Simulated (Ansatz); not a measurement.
Runs of Ansatz 0.2.0 on CuO. The typed cell holds 8 atoms: a = 2.900 Å, b = 5.129 Å, c = 5.643 Å, α = 93.94°, β = 101.64°, γ = 97.69°. 

```csv
task,level,U,cell,cutoff (eV),points for each segment of the path,hubbard projectors,double counting,gap on the mesh (eV),pressure (GPa),relaxed volume (Å³/atom),largest force (eV/Å)
band structure,PBEsol+U,Cu d U = 4.5 eV,as given,420,10,ortho-atomic (the default),fll (the default),none,2.6,-,2.58
relaxation of cell and atoms,PBEsol,-,relaxed from: atom 8 moved 0.30 Å,420,-,-,-,none,0.0,(b),-
relaxation of cell and atoms,RPBE,-,relaxed from: atom 8 moved 0.30 Å,420,-,-,-,none,0.0,(a),-
band structure,r2SCAN,-,as given,500,10,-,-,none,1.9,-,2.58
relaxation of cell and atoms,LDA,-,relaxed from: atom 8 moved 0.30 Å,420,-,-,-,none,0.0,10.27,-
relaxation of cell and atoms,BLYP,-,relaxed from: atom 8 moved 0.30 Å,420,-,-,-,none,0.0,11.65,-
```

Alike in all rows: potentials or basis Ansatz PAW; no spin polarisation; k mesh 9 × 5 × 5; smearing fermi-dirac 0.05 eV.

Q: Fill in the values left out.

A: (a) 11.61; (b) 10.67.

Caveats: the run has no spin polarisation, though such a crystal can be magnetic; the PAW data sets come from PBE, with cores solved anew for the run's functional, which leaves a small shift of forces and pressure; semilocal functionals often make such compounds metallic where correlation or magnetic order opens a gap, which also shifts bond lengths (some runs); the plane-wave basis is chosen anew once the cell has moved, so the energies of steps on either side of that aren't comparable (some runs); forces of over 1 eV/Å show positions far from the minimum, so gaps and moduli don't describe the material at rest (some runs); U without spin polarisation on a metal has little footing (some runs).

A gap of «none» marks a metal or a gap under the smearing width.

Runs at the PBE level aren't shown here.
